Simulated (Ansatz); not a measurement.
**SiO₂: field gradients at two levels of theory**

Cell: a computed structure from the Materials Project (it need not be an observed phase), its atoms then relaxed with PBE in this cell.

```cif
data_SiO2
_symmetry_space_group_name_H-M 'P2_13'
_symmetry_Int_Tables_number 198
_cell_length_a 7.0818
_cell_length_b 7.0818
_cell_length_c 7.0818
_cell_angle_alpha 90.000
_cell_angle_beta 90.000
_cell_angle_gamma 90.000
loop_
_atom_site_label
_atom_site_type_symbol
_atom_site_symmetry_multiplicity
_atom_site_Wyckoff_symbol
_atom_site_fract_x
_atom_site_fract_y
_atom_site_fract_z
Si1 Si 4 a 0.9771 0.5229 0.4771
Si5 Si 4 a 0.7142 0.7858 0.2142
O9 O 12 b 0.8607 0.3328 0.5326
O17 O 4 a 0.1542 0.1542 0.1542
```

One atom of each set is listed.

First run. Level of theory: DFT, PBE, plane waves and PAW, scalar-relativistic, 420 eV cutoff, Γ-centred 3×3×3 k-points, Fermi–Dirac smearing 0.02 eV (Ansatz 0.2.0).

```json
{"site": "Si1", "V_zz (10²¹ V/m²)": "-0.18", "η": "0.00"}
{"site": "Si5", "V_zz (10²¹ V/m²)": "0.50", "η": "0.00"}
{"site": "O9", "V_zz (10²¹ V/m²)": "9.42", "η": "0.22"}
{"site": "O17", "V_zz (10²¹ V/m²)": "10.58", "η": "0.00"}
```

Second run. The same atoms and settings, except that the functional is r2SCAN and the cutoff is 500 eV.

**Question.** Given the first result, estimate the second.

**Answer.** 

```tsv
site	V_zz	η	change of V_zz
Si1	-0.17	0.00	+0.01
Si5	0.47	0.00	-0.03
O9	9.30	0.22	-0.12
O17	10.45	0.00	-0.13
```

The largest change of V_zz is on O17, from 10.58 to 10.45. In per cent, |V_zz| changes by -1 on O (all sites that start above 0.5).

For the second run: The largest force is 0.3 eV/Å, so the atoms aren't at the calculated equilibrium and relaxing them would move these values.
